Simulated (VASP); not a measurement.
A run of VASP 6.6.1 is set up as follows.

File INCAR:

```
  PREC = Accurate
  ENCUT = 600
  EDIFF = 1E-7
  ISMEAR = 0
  SIGMA = 0.02
  LREAL = False
  LASPH = True
  NELM = 60
  ALGO = Normal
  ISIF = 3
  LWAVE = False
  LCHARG = False
  METAGGA = R2SCAN
  LMIXTAU = True
  IBRION = 2
  NSW = 80
  EDIFFG = -0.004
```

File KPOINTS:

```
Automatic mesh
0
Gamma
  8 8 8
```

Contents of POSCAR:

```
CdTe
1.0
    0.0000000000      3.2050000000      3.2050000000
    3.2050000000      0.0000000000      3.2050000000
    3.2050000000      3.2050000000      0.0000000000
Cd Te
1 1
Direct
    0.0000000000      0.0000000000      0.0000000000
    0.2500000000      0.2500000000      0.2500000000
```

Potentials or basis: VASP PAW PBE potentials, release 64 (Cd, Te).

Launch:

```console
$ cat potpaw_PBE.64/Cd/POTCAR potpaw_PBE.64/Te/POTCAR > POTCAR
$ mpirun -np 1 vasp_std > vasp.out
```

(1) Predict the space group after relaxing (to 0.05 Å).

(2) Predict the relaxed volume.

(3) What does it give for the relaxed cell?

Results:

(1) F-43m (No. 216).

(2) 35.30 Å³/atom.

(3) a = 4.639 Å, b = 4.639 Å, c = 4.639 Å, α = 60.00°, β = 60.00°, γ = 60.00°.

Caveat: the PAW data sets were made with another functional, which shifts forces and pressure a little.
